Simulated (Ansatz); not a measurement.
`N=C(O)[NH][AlH2]` + `N=C[SeH]` → `[AlH2]/[N]=C\[SeH]` + `N=C(N)O`  (ligand exchange at the Al–N bond)

Isolated molecules relaxed with PBE0-D4/def2-TZVP in Ansatz; ΔE leaves out vibrations. CBS: MP2 limit from def2 TZ/QZ plus the TZ coupled-cluster correction, frozen cores. Functionals use def2-TZVPP. For Se outer-core shells are correlated without core-valence functions, which leaves a few kJ/mol of doubt a bond. Scalar relativity is left out up to krypton. One conformer a species, not always the lowest.

```csv
level,ΔE (kJ/mol)
PBE0-D4,5.7
ωB97M-V,11.2
PBE0,4.8
CCSD/def2-TZVPP,14.6
```

Q: What does CCSD(T)/CBS give? (Best estimate.)

A: Computed: +13.3 kJ/mol. The listed levels differ from it by -7.6, -2.1, -8.5, 1.3 kJ/mol.

Largest T1 diagnostic among the species: 0.014.

From PBE to PBE0 (25 % exact exchange), in def2-TZVPP and without D4, ΔE moves by +4.3 kJ/mol.

CCSD(T)/CBS has its own doubt, a few kJ/mol and more with outer-core shells, so smaller differences from it don't rank the levels.
